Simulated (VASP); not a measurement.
A run of VASP 6.6.1 is set up as follows.

run.py

```python
from ase.calculators.vasp import Vasp
from ase.eos import EquationOfState
from ase.io import Trajectory
from ase.io import read
from ase.units import GPa

atoms = read('POSCAR')
atoms.set_initial_magnetic_moments([0.5, 0.0])
calc = Vasp(
    directory='calc',
    xc='rpbe',
    pp='PBE',
    setups={'base': 'minimal', 'Pb': '_d', 'S': '_h'},
    prec='Accurate',
    encut=900,
    ediff=1e-06,
    ismear=0,
    sigma=0.01,
    lreal=False,
    lasph=True,
    nelm=100,
    algo='Normal',
    isif=2,
    lwave=False,
    lcharg=False,
    ispin=2,
    lorbit=11,
    ivdw=12,
    kpts=[8, 8, 8],
    gamma=True,
)
atoms.calc = calc
cell = atoms.cell.copy()
volumes, energies = [], []
traj = Trajectory('eos.traj', 'w')
for x in [0.94, 0.96, 0.98, 1.0, 1.02, 1.04, 1.06]:
    atoms.set_cell(cell * x ** (1 / 3), scale_atoms=True)
    volumes.append(atoms.get_volume())
    energies.append(atoms.get_potential_energy())
    traj.write(atoms)
    print(f'{x:5.2f} {volumes[-1]:12.5f} {energies[-1]:14.6f}')

v0, e0, B = EquationOfState(volumes, energies, eos='birchmurnaghan').fit()
print(f'V0 = {v0:.4f} A^3, E0 = {e0:.6f} eV, B = {B / GPa:.2f} GPa')
```

The input POSCAR:

```
PbS
1.0
    0.0000000000      2.9657500000      2.9657500000
    2.9657500000      0.0000000000      2.9657500000
    2.9657500000      2.9657500000      0.0000000000
Pb S
1 1
Direct
    0.0000000000      0.0000000000      0.0000000000
    0.5000000000      0.5000000000      0.5000000000
```

Potentials or basis: VASP PAW PBE potentials, release 64 (Pb_d, S_h).

Launch:

```sh
$ python run.py
```

(1) What does it give for the equilibrium volume?

Results:

(1) outside the volumes run.

Caveat: the PAW data sets were made with another functional, which shifts forces and pressure a little.
